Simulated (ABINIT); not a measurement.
## ZrS2 in ABINIT: the effect of Hubbard term

ZrS2:

```xyz
3
Lattice="3.6914 0.0000 0.0000 -1.8457 3.1968 0.0000 0.0000 0.0000 6.0411" Properties=species:S:1:pos:R:3 pbc="T T T"
Zr    0.0000    0.0000    0.0000
S     0.0000    2.1312    1.4372
S     1.8457    1.0656    4.6038
```

The cell is a database's computed one.

Alike in all runs:

* Program: ABINIT 10.8.3 (patched build)
* Task: projected density of states
* Functional: PBEsol
* Potentials or basis: JTH PAW PBE v2.0
* Cutoff: 544 eV
* k mesh: 8 × 8 × 5
* Occupations: fermi-dirac, width 0.05 eV
* Spin: no spin polarisation
* Double counting (usepawu): 1
* k mesh for the DOS: 11 × 11 × 7
* Fine-grid cutoff: 1088.46 eV

```csv
Hubbard term,gap on the mesh (eV),pressure (GPa),largest force (eV/Å)
Zr d U = 0 eV,?,?,?
Zr d U = 2 eV,1.13,-1.4,0.04
Zr d U = 4 eV,1.29,-0.3,0.08
Zr d U = 6 eV,1.44,0.9,0.20
Zr d U = 8 eV,1.60,2.1,0.33
```

What does the run with Hubbard term Zr d U = 0 eV give?

gap on the mesh 0.98 eV; pressure -2.6 GPa; largest force 0.16 eV/Å.

Worked out: A straight line through the other rows of the gap on the mesh, of slope 0.078 eV per eV, extrapolates to 0.98 eV, against the run's 0.98. A straight line through the other rows of the pressure, of slope 0.585 GPa per eV, extrapolates to -2.6 GPa, against the run's -2.6. A parabola through the other rows of the largest force, of slope -0.00675 eV/Å per eV there, extrapolates to 0.03 eV/Å, against the run's 0.16.

Caveats: the PAW data sets were made with another functional, which shifts forces and pressure a little; an odd mesh through Γ misses points on the zone boundary, where band edges often lie; this functional lacks dispersion, which binds the layers, so the pressure and a relaxed spacing across them are unreliable.
